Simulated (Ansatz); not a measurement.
# ZrB2: densities and their differences, part 2 of 2

Aim: see in ZrB2 how the density differs from that of free atoms, which states sit where, how the functional moves the density, how the density follows a moved atom and where a hole goes. The geometry is as listed and is not relaxed.

Ansatz 0.2.0; DFT PBE, scalar-relativistic, plane waves, PAW. The steps go on from the part before.

**5. The same cell with PBEsol**

input.yaml reads:

```yaml
crystal:
  lattice:
    - [3.17, 0.0, 0.0]
    - [-1.585, 2.74530053, 0.0]
    - [0.0, 0.0, 3.533]
  atoms:
    - { symbol: Zr, position: [0.0, 0.0, 0.0] }
    - { symbol: B, position: [0.3333333333, 0.6666666667, 0.5] }
    - { symbol: B, position: [0.6666666667, 0.3333333333, 0.5] }
basis:
  ecutwfc: 420
  fft_grid_basis: typed
kpoints:
  mp_grid: { grid: [12, 12, 10] }
hamiltonian:
  xc: pbesol
  pseudopotentials: { kind: paw }
scf:
  occupations: { method: gaussian, width: 0.05 }
output:
  forces: true
  stress: true
  eigenvalues: true
  bader: true
  write_density: true
  volumetric_format: npy
```

The run is started by

```
$ ansatz run input.yaml --threads 1 --pin off --max-ram 2560MiB --backend cpu --events-out ev --progress --plain --runs-dir out
```

The program printed, cut to the lines that bear on the results:

```text
Warning: RAYON_NUM_THREADS=1 ignored (pool sized by the plan → 1); use --threads N
[...]
Pseudopotentials: kind: paw
Pseudopotential: Zr, paw, valence charge 12, recommended cutoff 420 eV (normal), Zr.paw.azcp
Pseudopotential: B, paw, valence charge 3, recommended cutoff 420 eV (normal), B.paw.azcp
Functional definition: PBEsol
[...]
Crystal: 3 atoms, lattice volume = 30.746 Å³
Basis set: ecut = 420 eV, 575 PW (Γ), exchange–correlation on 48×48×48 points (8 copies of the dense FFT grid, shifted against one another)
Bands: 13, of which v1, the nominal top of the filled ones, is band 9 counted from 1 (8 counted from 0)
Symmetry: 24 space group operations
Space group: P6/mmm (ITA 191), of the structure as read, at distance tolerance 3.1e-5 Å
k-points: 114 of 1440
[...]
SCF iter   1: F=—  HF=-4437.218409 eV  |F-HF|=—  |Δ(HF+E_count)|=         —  Δρ=4.95e-3  dr2=1.19e-2  ethr=1.77e-3  ⟨swp⟩=5.0  Hψ=7298  notcnv=0
[...]
SCF converged after 6 iterations
Free energy (F): -4437.214779 eV
[...]
E sigma→0 (E₀):  -4437.214480 eV
Entropy (-TS):   -0.000597 eV (-0.199 meV/atom)
Fermi energy:    15.782814 eV
[...]
--- Forces (eV/Å), atoms counted from 1 ---
  atom   1  Zr     0.00000000     0.00000000     0.00000000
  atom   2  B      0.00000000    -0.00000000     0.00000000
  atom   3  B      0.00000000    -0.00000000     0.00000000
[...]
--- Stress (GPa, compression-positive) ---
       -3.962190       0.000000       0.000000
        0.000000      -3.962190       0.000000
        0.000000       0.000000      -4.375965
  P = ⅓ Tr σ = -4.1001 GPa (-41.001 kbar)
--- Band table (eV; the first three rows and the last of 114) ---
  k-point 0: bands = ["-32.8148", "-11.0395", "-10.4759", "-10.4759", "2.9914", "13.0703", "13.0706", "13.0706", "13.3727", "19.0807", "19.0807", "19.8838", "19.8838"]
[...]
--- Bader charges: 3 sites ---
  site symbol  charge [e]  shift [e]
     0     Zr      1.5192     0.0006
     1      B     -0.7596     0.0003
     2      B     -0.7596     0.0003
  estimated error of the sums over rays = 4.7e-4 e
```

Wall time 27 s (1 thread of Arm Neoverse N1, shared host); peak memory 0.32 GiB.

**6. Moving B3 by 0.10 Å**

The shift is (0.000, 0.100, 0.000) Å; all periodic copies of the atom move with it.

input.yaml reads:

```yaml
crystal:
  lattice:
    - [3.17, 0.0, 0.0]
    - [-1.585, 2.74530053, 0.0]
    - [0.0, 0.0, 3.533]
  atoms:
    - { symbol: Zr, position: [0.0, 0.0, 0.0] }
    - { symbol: B, position: [0.3333333333, 0.6666666667, 0.5] }
    - { symbol: B, position: [0.6848796089, 0.3697592178, 0.5] }
basis:
  ecutwfc: 420
  fft_grid_basis: typed
kpoints:
  mp_grid: { grid: [12, 12, 10] }
hamiltonian:
  xc: pbe
  pseudopotentials: { kind: paw }
scf:
  occupations: { method: gaussian, width: 0.05 }
output:
  forces: true
  stress: true
  eigenvalues: true
  bader: true
  write_density: true
  volumetric_format: npy
```

The run is started by

```
$ ansatz run input.yaml --threads 1 --pin off --max-ram 2560MiB --backend cpu --events-out ev --progress --plain --runs-dir out
```

The program printed, cut to the lines that bear on the results:

```text
Warning: RAYON_NUM_THREADS=1 ignored (pool sized by the plan → 1); use --threads N
[...]
[... 4 set-up lines as earlier in the session ...]
[...]
Crystal: 3 atoms, lattice volume = 30.746 Å³
Basis set: ecut = 420 eV, 575 PW (Γ), exchange–correlation on 48×48×48 points (8 copies of the dense FFT grid, shifted against one another)
Bands: 13, of which v1, the nominal top of the filled ones, is band 9 counted from 1 (8 counted from 0)
Symmetry: 4 space group operations
Space group: Amm2 (ITA 38), of the structure as read, at distance tolerance 3.1e-5 Å
k-points: 258 of 1440 (time reversal used)
[...]
SCF converged after 6 iterations
Free energy (F): -4498.652429 eV
[...]
E sigma→0 (E₀):  -4498.652364 eV
Entropy (-TS):   -0.000129 eV (-0.043 meV/atom)
Fermi energy:    15.846092 eV
[...]
--- Forces (eV/Å), atoms counted from 1 ---
  atom   1  Zr     0.00000000     0.69330525     0.00000000
  atom   2  B      0.00000000     0.68907783     0.00000000
  atom   3  B     -0.00000000    -1.38235897     0.00000000
[...]
--- Stress (GPa, compression-positive) ---
       -0.074702       0.000000      -0.000000
        0.000000       3.281246      -0.000000
       -0.000000      -0.000000       1.633536
  P = ⅓ Tr σ = 1.6134 GPa (16.134 kbar)
--- Band table (eV; the first three rows and the last of 258) ---
  k-point 0: bands = ["-32.8325", "-11.0235", "-10.4855", "-10.4524", "3.0570", "12.7710", "13.1718", "13.4327", "13.5883", "19.0973", "19.2598", "19.6812", "19.8300"]
[...]
--- Bader charges: 3 sites ---
  site symbol  charge [e]  shift [e]
     0     Zr      1.5550     0.0007
     1      B     -0.7725     0.0002
     2      B     -0.7825     0.0005
  estimated error of the sums over rays = 7.5e-4 e
```

Wall time 64 s (1 thread of Arm Neoverse N1, shared host); peak memory 0.39 GiB.

Change of the density less the rigid motion of the neutral atom's own density.

About 0.08 e is rearranged in the cell. The largest gain outside the cores, 0.03 e/Å³, lies at the edge of the B core regions, and the largest loss, 0.05 e/Å³, at the edge of the B core regions.

The force on it changes by 1.38 eV/Å along the move, against it: a stiffness of about 14 eV/Å² for this sublattice shift.

**7. Removing 0.2 electron a cell**

A uniform background keeps the cell neutral, and the atoms stay fixed.

input.yaml reads:

```yaml
crystal:
  lattice:
    - [3.17, 0.0, 0.0]
    - [-1.585, 2.74530053, 0.0]
    - [0.0, 0.0, 3.533]
  atoms:
    - { symbol: Zr, position: [0.0, 0.0, 0.0] }
    - { symbol: B, position: [0.3333333333, 0.6666666667, 0.5] }
    - { symbol: B, position: [0.6666666667, 0.3333333333, 0.5] }
total_charge: 0.2
basis:
  ecutwfc: 420
  fft_grid_basis: typed
kpoints:
  mp_grid: { grid: [12, 12, 10] }
hamiltonian:
  xc: pbe
  pseudopotentials: { kind: paw }
scf:
  occupations: { method: gaussian, width: 0.05 }
output:
  forces: true
  stress: true
  eigenvalues: true
  bader: true
  write_density: true
  volumetric_format: npy
```

The run is started by

```
$ ansatz run input.yaml --threads 1 --pin off --max-ram 2560MiB --backend cpu --events-out ev --progress --plain --runs-dir out
```

The program printed, cut to the lines that bear on the results:

```text
Warning: RAYON_NUM_THREADS=1 ignored (pool sized by the plan → 1); use --threads N
[...]
[... 4 set-up lines as earlier in the session ...]
[...]
Crystal: 3 atoms, lattice volume = 30.746 Å³
Basis set: ecut = 420 eV, 575 PW (Γ), exchange–correlation on 48×48×48 points (8 copies of the dense FFT grid, shifted against one another)
Bands: 13, of which v1, the nominal top of the filled ones, is band 9 counted from 1 (8 counted from 0)
[... 2 set-up lines as earlier in the session ...]
k-points: 114 of 1440
[...]
SCF iter   1: F=—  HF=-4501.826061 eV  |F-HF|=—  |Δ(HF+E_count)|=         —  Δρ=1.37e-2  dr2=8.04e-2  ethr=1.77e-3  ⟨swp⟩=5.0  Hψ=7263  notcnv=0
[...]
SCF converged after 6 iterations
Free energy (F): -4501.796712 eV
[...]
E sigma→0 (E₀):  -4501.796313 eV
Entropy (-TS):   -0.000798 eV (-0.266 meV/atom)
Fermi energy:    15.113985 eV
[...]
--- Forces (eV/Å), atoms counted from 1 ---
  atom   1  Zr    -0.00000000    -0.00000000     0.00000000
  atom   2  B     -0.00000000     0.00000000     0.00000000
  atom   3  B      0.00000000    -0.00000000     0.00000000
[...]
--- Stress (GPa, compression-positive) ---
       11.184506       0.000000       0.000000
       -0.000000      11.184506       0.000000
        0.000000       0.000000      10.234081
  P = ⅓ Tr σ = 10.8677 GPa (108.677 kbar)
--- Band table (eV; the first three rows and the last of 114) ---
  k-point 0: bands = ["-32.9033", "-11.0725", "-10.5352", "-10.5352", "3.1486", "13.2249", "13.2249", "13.2504", "13.5152", "19.1821", "19.1821", "19.9860", "19.9860"]
[...]
--- Bader charges: 3 sites ---
  site symbol  charge [e]  shift [e]
     0     Zr      1.6684     0.0006
     1      B     -0.7343     0.0003
     2      B     -0.7341     0.0003
  estimated error of the sums over rays = 5.6e-4 e
```

Wall time 27 s (1 thread of Arm Neoverse N1, shared host); peak memory 0.32 GiB.

Change of density for each electron removed.

Density after less before, for each carrier, in a lattice plane of the grid's cell (edges 3.17 and 3.17 Å, at 0.500 of the third edge), which holds B.

Ten even steps from '0' (-30.20 × 10⁻³ per Å³) to '9' (-11.55 × 10⁻³ per Å³):
```
223344443322223444443322
234444432110112344443322
344443210000012344444333
444432101110002344444444
544321124531002344544444
443200258741012344444444
432101489730013344444444
321002466310123333222333
221001221000222211111122
221000000012221000000012
222111111222200012210012
333322233332101366420012
444444444331003798410123
444444444321014785200234
544444544320013542112344
444444444320001110123444
333344444321000001234444
222334444321101123444443
222334444432222334444332
122344544332223344544322
```
Columns run along the first of these edges and rows up along the second, over one cell in 24 and 20 even steps from the bottom left corner. Atoms in the plane (fractional): B at (0.33, 0.67), B at (0.67, 0.33).

Describe the change of density.

- In space (atomic cells sized by Bader volumes, not orbital character) the change of density that the hole brings, screening included, divides as Zr about 50 % and B about 50 %; this need not match the band edge's orbital character.
- Outside the cores it is densest at the edge of the Zr core regions.
- There is almost no counter-flow of charge.

**8. What came out**

What follows sums up all 2 parts.

```
                         quantity                                          value
                  gap on the mesh                                   none (metal)
                         pressure                                        0.8 GPa
                    Bader charges                            Zr +1.56, B -0.78 e
    the states at the Fermi level                   Zr 4d (75 %) and B 2p (20 %)
                      with PBEsol  gap none (metal), -4.1 GPa, 27 s against 28 s
stiffness against the shift of B3                                     13.8 eV/Å²
```

In words: B–B (1.83 Å): Δρ is +0.14 e/Å³ at the midpoint, where it peaks: a build-up of bond charge, the mark of a shared pair. B–Zr (2.54 Å): Δρ is −0.02 e/Å³ at the midpoint: little charge gathers at the midpoint. In space (atomic cells sized by Bader volumes, not orbital character) the change of density that the hole brings, screening included, divides as Zr about 50 % and B about 50 %; this need not match the band edge's orbital character.
